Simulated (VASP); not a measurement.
# BaS (Fm-3m) in VASP: further runs

BaS is run at these levels: PBEsol, r2SCAN; tasks: single point.

Program: VASP 6.6.1. These are calculated values, not measurements. Logs are shortened: lines on timing, memory, paths and dates and some standing lists are left out, and cuts for length are marked.

**The experiment to reproduce.**

A printed reference work, monograph, original work of 1988 reports, for a bulk crystal of BaS at 2 K: band gap 3.806 eV (indirect).

The results are compared with them further down.

## (1) The cell of the first run

Symmetry: Fm-3m, No. 225, cubic system. Conventional cell: a = 6.388 Å, b = 6.388 Å, c = 6.388 Å, α = 90.00°, β = 90.00°, γ = 90.00°. Within 4.2 Å of Ba (site symmetry m-3m) lie 6 S at 3.19 Å. S (site symmetry m-3m) has 6 Ba at 3.19 Å within 4.2 Å.

## (2) Single point, PBEsol, non-collinear spin, zero start, spin-orbit coupling

Input file INCAR:

```
ALGO     = Normal         # electronic algorithm
EDIFF    = 1E-7           # SCF threshold, eV
ENCUT    = 520            # plane-wave cutoff, eV
GGA      = PS             # functional
GGA_COMPAT= False        
ISIF     = 2              # what is computed and relaxed
ISMEAR   = -1             # smearing method
LASPH    = True           # aspherical terms in the spheres
LCHARG   = False          # write CHGCAR
LORBIT   = 11             # projections on sites
LORBMOM  = True         
LREAL    = False          # projectors in reciprocal space
LSORBIT  = True           # spin-orbit coupling
LWAVE    = False          # write WAVECAR
MAGMOM   = 0 0 0 0 0 0    # initial moments
NBANDS   = 28             # bands
NELM     = 150            # most SCF steps
PREC     = Accurate       # precision mode
SIGMA    = 0.05           # smearing width, eV
```

Input file KPOINTS:

```
k-points
0
Gamma
  5 5 5
```

Input file POSCAR:

```
BaS
1.0
    0.0000000000      3.1937500000      3.1937500000
    3.1937500000      0.0000000000      3.1937500000
    3.1937500000      3.1937500000      0.0000000000
Ba S
1 1
Direct
    0.0000000000      0.0000000000      0.0000000000
    0.5000000000      0.5000000000      0.5000000000
```

Potentials or basis: VASP PAW PBE potentials, release 64 (Ba_sv, S).

On the command line:

```
$ cat potpaw_PBE.64/Ba_sv/POTCAR potpaw_PBE.64/S/POTCAR > POTCAR
$ mpirun -np 1 vasp_ncl > vasp.out
```

OUTCAR:

```text
EDIFF = 1E-7
   ENCUT = 520
   GGA = PS
   ISIF = 2
   ISMEAR = -1
   LASPH = True
   LORBIT = 11
   LREAL = False
   LSORBIT = True
   NELM = 150
   PREC = Accurate

 ion  position               nearest neighbor table
   1  0.000  0.000  0.000-   2 3.19   2 3.19   2 3.19   2 3.19   2 3.19   2 3.19
   2  0.500  0.500  0.500-   1 3.19   1 3.19   1 3.19   1 3.19   1 3.19   1 3.19

  LATTYP: Found a face centered cubic cell.
 ALAT       =     6.3875000000

  Lattice vectors:

 A1 = (   0.0000000000,   3.1937500000,   3.1937500000)
 A2 = (   3.1937500000,   0.0000000000,   3.1937500000)
 A3 = (   3.1937500000,   3.1937500000,   0.0000000000)

Analysis of symmetry for initial positions (statically):
=====================================================================
 Subroutine PRICEL returns:
 Original cell was already a primitive cell.

 Routine SETGRP: Setting up the symmetry group for a
 face centered cubic supercell.

 Subroutine GETGRP returns: Found 48 space group operations
 (whereof 48 operations were pure point group operations)
 out of a pool of 48 trial point group operations.

The static configuration has the point symmetry O_h .

Analysis of symmetry for dynamics (positions and initial velocities):
=====================================================================
 Subroutine PRICEL returns:
 Original cell was already a primitive cell.

 Routine SETGRP: Setting up the symmetry group for a
 face centered cubic supercell.

 Subroutine GETGRP returns: Found 48 space group operations
 (whereof 48 operations were pure point group operations)
 out of a pool of 48 trial point group operations.

The dynamic configuration has the point symmetry O_h .

Analysis of structural, dynamic, and magnetic symmetry:
=====================================================================
 Subroutine PRICEL returns:
 Original cell was already a primitive cell.

 Routine SETGRP: Setting up the symmetry group for a
 face centered cubic supercell.

 Subroutine GETGRP returns: Found 48 space group operations
 (whereof 48 operations were pure point group operations)
 out of a pool of 48 trial point group operations.

The overall configuration has the point symmetry O_h .

 Subroutine INISYM returns: Found 48 space group operations
 (whereof 48 operations are pure point group operations),
 and found     1 'primitive' translations

----------------------------------------------------------------------------------------

                                     Primitive cell

  volume of cell :      65.1527

  direct lattice vectors                    reciprocal lattice vectors
     0.000000000  3.193750000  3.193750000    -0.156555773  0.156555773  0.156555773
     3.193750000  0.000000000  3.193750000     0.156555773 -0.156555773  0.156555773
     3.193750000  3.193750000  0.000000000     0.156555773  0.156555773 -0.156555773

  length of vectors
     4.516644565  4.516644565  4.516644565     0.271162553  0.271162553  0.271162553

  position of ions in fractional coordinates (direct lattice)
     0.000000000  0.000000000  0.000000000
     0.500000000  0.500000000  0.500000000

  ion indices of the primitive-cell ions
   primitive index   ion index
                 1           1
                 2           2

----------------------------------------------------------------------------------------

 KPOINTS: k-points

Automatic generation of k-mesh.
 Grid dimensions read from file:
 generate k-points for:    5    5    5

 Generating k-lattice:

  Cartesian coordinates                     Fractional coordinates (reciprocal lattice)
    -0.031311155  0.031311155  0.031311155     0.200000000  0.000000000  0.000000000
     0.031311155 -0.031311155  0.031311155     0.000000000  0.200000000  0.000000000
     0.031311155  0.031311155 -0.031311155     0.000000000  0.000000000  0.200000000

  Length of vectors
     0.054232511  0.054232511  0.054232511

  Shift w.r.t. Gamma in fractional coordinates (k-lattice)
     0.000000000  0.000000000  0.000000000

 Subroutine IBZKPT returns following result:
 ===========================================

 Found     10 irreducible k-points:

 Following reciprocal coordinates:
            Coordinates               Weight
[... 37 lines left out ...]
   TEBEG  =    0.0;   TEEND  =   0.0 temperature during run
   PSTRESS=    0.0 pullay stress
   NELECT =      16.0000    total number of electrons
   NUPDOWN=      -1.0000    fix difference up-down
   EMIN   =  10.00;   EMAX   =-10.00  energy-range for DOS
   EFERMI =   0.00;   METHOD = LEGACY
   ISMEAR =    -1;   SIGMA  =   0.05  broadening in eV -4-tet -1-fermi 0-gaus
   EFERMI_NEDOS =   21; number of points for ismear=-14 and -15
   IALGO  =     38    algorithm
   IMIX   =      4    mixing-type and parameters
     AMIX     =   0.40;   BMIX     =  1.00
     AMIX_MAG =   1.60;   BMIX_MAG =  1.00
  volume/ion in A,a.u.               =      32.58       219.84
  Fermi-wavevector in a.u.,A,eV,Ry     =   1.025189  1.937326 14.299891  1.051012
  Thomas-Fermi vector in A             =   2.159016
   LORBIT       =     11    0 simple, 1 ext, 2 COOP (PROOUT), +10 PAW based schemes
   GGA     = PS    functional components
   LHFCALC =     F    Hartree Fock is set to
   AEXX    =    0.0000 exact exchange contribution
   IVDW    =     0    specifies the selected vdW correction
   LEPSILON=     F    determine dielectric tensor
   LRPA    =     F    only Hartree local field effects (RPA)
  energy-cutoff  :      520.00
  volume of cell :       65.15
 maximum number of plane-waves:      3614
 NGX is ok and might be reduce to    36
   NGX = 17   NGY = 17   NGZ = 17

 number of electron      16.0000001 magnetization       0.0000000      0.0000000      0.0000000

 number of electron      16.0000001 magnetization      -0.0000000     -0.0000000      0.0000000

 number of electron      16.0000001 magnetization       0.0000000      0.0000000     -0.0000000

 Free energy of the ion-electron system (eV)
  ---------------------------------------------------
  ext. energy  EPLUGINS =         0.00000000
  ---------------------------------------------------
  free energy    TOTEN  =       -10.91351881 eV

  energy without entropy =      -10.91351881  energy(sigma->0) =      -10.91351881

 E-fermi :   2.4034     XC(G=0):  -8.8240

 val. band max:        1.3924046711   @ k =   0.0000   0.0000   0.0000
 cond. band min:       3.4395287694   @ k =   0.4000   0.4000   0.0000
 fundamental gap:      2.0471240983
 Fermi energy:         2.4034278769

 k-point     1 :       0.0000    0.0000    0.0000
  band No.  band energies     occupation
      1     -24.6959      1.00000
      2     -24.6959      1.00000
      3     -11.0789      1.00000
      4     -11.0789      1.00000
      5      -9.1166      1.00000
      6      -9.1166      1.00000
[... 299 lines left out ...]
     27      10.1060      0.00000
     28      10.1060      0.00000

------------------------ aborting loop because EDIFF is reached ----------------------------------------

  FORCE on cell =-STRESS in cart. coord.  units (eV):
  Direction    XX          YY          ZZ          XY          YZ          ZX
  --------------------------------------------------------------------------------------
  -------------------------------------------------------------------------------------
  Total       -0.2185226     -0.2185226     -0.2185226     -0.0000000     -0.0000000      0.0000000
  in kB       -5.3737099     -5.3737099     -5.3737099     -0.0000000     -0.0000000      0.0000000
  external PRESSURE =      -5.3737099 kB  Pullay stress =       0.0000000 kB

 VOLUME and BASIS-vectors are now :
 -----------------------------------------------------------------------------
  energy-cutoff  :      520.00
  volume of cell :       65.15
      direct lattice vectors                 reciprocal lattice vectors
     0.000000000  3.193750000  3.193750000    -0.156555773  0.156555773  0.156555773
     3.193750000  0.000000000  3.193750000     0.156555773 -0.156555773  0.156555773
     3.193750000  3.193750000  0.000000000     0.156555773  0.156555773 -0.156555773

 POSITION                                       TOTAL-FORCE (eV/Angst)
 -----------------------------------------------------------------------------------
      0.00000      0.00000      0.00000        -0.000000      0.000000     -0.000000
      3.19375      3.19375      3.19375         0.000000     -0.000000      0.000000
 -----------------------------------------------------------------------------------
    total drift:                                0.000000      0.000000      0.000000

  FREE ENERGIE OF THE ION-ELECTRON SYSTEM (eV)
  ---------------------------------------------------
  free  energy   TOTEN  =       -10.9135188112 eV

  energy  without entropy=      -10.9135188110  energy(sigma->0) =      -10.91351881

 orbital moment (x)

 # of ion     p       d       tot
 ----------------------------------------
  1         0.000   0.000   0.000
  2         0.000   0.000   0.000
 ----------------------------------------
            0.000   0.000   0.000

 orbital moment (y)

 # of ion     p       d       tot
 ----------------------------------------
  1         0.000   0.000   0.000
  2         0.000   0.000   0.000
 ----------------------------------------
            0.000   0.000   0.000

 orbital moment (z)

 # of ion     p       d       tot
 ----------------------------------------
  1         0.000   0.000   0.000
  2         0.000   0.000   0.000
 ----------------------------------------
            0.000   0.000   0.000

 Spin-Orbit-Coupling matrix elements

 Ion:    1  E_soc:     -0.3913549
 l=   1
     0.0000000    -0.0650232    -0.0650232
    -0.0650232     0.0000000    -0.0650232
    -0.0650232    -0.0650232     0.0000000
 l=   2
     0.0000000    -0.0000139     0.0000000    -0.0000139    -0.0001887
    -0.0000139     0.0000000    -0.0001415    -0.0000139    -0.0000472
     0.0000000    -0.0001415     0.0000000    -0.0001415     0.0000000
    -0.0000139    -0.0000139    -0.0001415     0.0000000    -0.0000472
    -0.0001887    -0.0000472     0.0000000    -0.0000472     0.0000000
 l=   3
     0.0000000     0.0000000     0.0000000     0.0000000     0.0000000     0.0000000     0.0000000
     0.0000000     0.0000000     0.0000000     0.0000000     0.0000000     0.0000000     0.0000000
     0.0000000     0.0000000     0.0000000     0.0000000     0.0000000     0.0000000     0.0000000
     0.0000000     0.0000000     0.0000000     0.0000000     0.0000000     0.0000000     0.0000000
     0.0000000     0.0000000     0.0000000     0.0000000     0.0000000     0.0000000     0.0000000
     0.0000000     0.0000000     0.0000000     0.0000000     0.0000000     0.0000000     0.0000000
     0.0000000     0.0000000     0.0000000     0.0000000     0.0000000     0.0000000     0.0000000

 Ion:    2  E_soc:     -0.0024219
 l=   1
     0.0000000    -0.0004036    -0.0004036
    -0.0004036     0.0000000    -0.0004036
    -0.0004036    -0.0004036     0.0000000
 l=   2
     0.0000000     0.0000000     0.0000000     0.0000000     0.0000000
     0.0000000     0.0000000     0.0000000     0.0000000     0.0000000
     0.0000000     0.0000000     0.0000000     0.0000000     0.0000000
     0.0000000     0.0000000     0.0000000     0.0000000     0.0000000
     0.0000000     0.0000000     0.0000000     0.0000000     0.0000000
 l=   3
     0.0000000     0.0000000     0.0000000     0.0000000     0.0000000     0.0000000     0.0000000
     0.0000000     0.0000000     0.0000000     0.0000000     0.0000000     0.0000000     0.0000000
     0.0000000     0.0000000     0.0000000     0.0000000     0.0000000     0.0000000     0.0000000
     0.0000000     0.0000000     0.0000000     0.0000000     0.0000000     0.0000000     0.0000000
     0.0000000     0.0000000     0.0000000     0.0000000     0.0000000     0.0000000     0.0000000
     0.0000000     0.0000000     0.0000000     0.0000000     0.0000000     0.0000000     0.0000000
     0.0000000     0.0000000     0.0000000     0.0000000     0.0000000     0.0000000     0.0000000

 total charge

# of ion       s       p       d       tot
------------------------------------------
    1        2.007   5.603   0.282   7.892
    2        1.317   2.401   0.000   3.718
--------------------------------------------------
tot          3.324   8.005   0.282  11.610

 magnetization (x)

# of ion       s       p       d       tot
------------------------------------------
    1        0.000   0.000   0.000   0.000
    2        0.000   0.000   0.000   0.000
--------------------------------------------------
tot          0.000   0.000   0.000   0.000

 magnetization (y)

# of ion       s       p       d       tot
------------------------------------------
    1        0.000   0.000   0.000   0.000
    2        0.000   0.000   0.000   0.000
--------------------------------------------------
tot          0.000   0.000   0.000   0.000

 magnetization (z)

# of ion       s       p       d       tot
------------------------------------------
    1       -0.000   0.000   0.000  -0.000
    2        0.000   0.000   0.000   0.000
--------------------------------------------------
tot         -0.000   0.000   0.000  -0.000
```

It took 1.9 min on 1 thread of AMD EPYC 7R13, shared host; peak memory 0.35 GiB.

Results:

- Free energy: -10.9135 eV
- Pressure: -0.5 GPa
- Net moment: 0.00 μB per cell
- Valence electrons inside the program's atomic spheres: Ba 7.89; S 3.72

Moments on the atoms (μB; x, y, z):
```
Ba  0.00 0.00 0.00
S   0.00 0.00 0.00
```

Caveat: the PAW data sets were made with another functional, which shifts forces and pressure a little.

## (3) Single point, r2SCAN

This run uses another cell than the first one, of 30.62 Å³/atom, 0.940 times its volume.

Input file POSCAR:

```
BaS
1.0
    0.0000000000      3.1285531347      3.1285531347
    3.1285531347      0.0000000000      3.1285531347
    3.1285531347      3.1285531347      0.0000000000
Ba S
1 1
Direct
    0.0000000000      0.0000000000      0.0000000000
    0.5000000000      0.5000000000      0.5000000000
```

Input file INCAR.step1:

```
SYSTEM = BaS
PREC = Accurate
ENCUT = 520
ISMEAR = -1
SIGMA = 0.05
LREAL = .FALSE.
LASPH = .TRUE.
NELM = 60
NBANDS = 15
GGA = PE
ALGO = Normal
EDIFF = 1E-4
LWAVE = .TRUE.
LCHARG = .FALSE.
```

Input file INCAR.step2:

```
SYSTEM = BaS
PREC = Accurate
ENCUT = 520
EDIFF = 1E-6
ISMEAR = -1
SIGMA = 0.05
LREAL = .FALSE.
LASPH = .TRUE.
NELM = 60
ALGO = Normal
ISIF = 2
LWAVE = .FALSE.
LCHARG = .FALSE.
METAGGA = R2SCAN
LMIXTAU = .TRUE.
NBANDS = 15
ISTART = 1
```

Input file KPOINTS:

```
regular mesh
0
G
  7 7 7
  0 0 0
```

Potentials or basis: VASP PAW PBE potentials, release 64 (Ba_sv, S).

On the command line:

```
$ cat potpaw_PBE.64/Ba_sv/POTCAR potpaw_PBE.64/S/POTCAR > POTCAR
$ cp INCAR.step1 INCAR
$ mpirun -np 1 vasp_std > vasp.out
$ cp INCAR.step2 INCAR
$ mpirun -np 1 vasp_std > vasp.out
```

Wall time 4.4 min (1 thread of AMD EPYC 7R13, shared host); peak memory 0.19 GiB.

Results (log left out):

```yaml
Free_energy: -39.1224 eV
Pressure: 5.0 GPa
Band_gap_on_the_k_mesh: 2.41 eV, indirect (least direct gap 2.52 eV)
```

Levels at points of the mesh, in eV from the valence-band top:
```tsv
k point	band 5	band 6	band 7	band 8	band 9	band 10	band 11	band 12
(0.00, 0.00, 0.00)	-10.90	0.00	0.00	0.00	4.30	4.30	4.30	4.56
```

Caveat: the PAW data sets were made with another functional, which shifts forces and pressure a little; spin-orbit coupling is left out, which moves the levels of the heavy elements. A k mesh can miss the band edges.

[end of part 1 of 2]
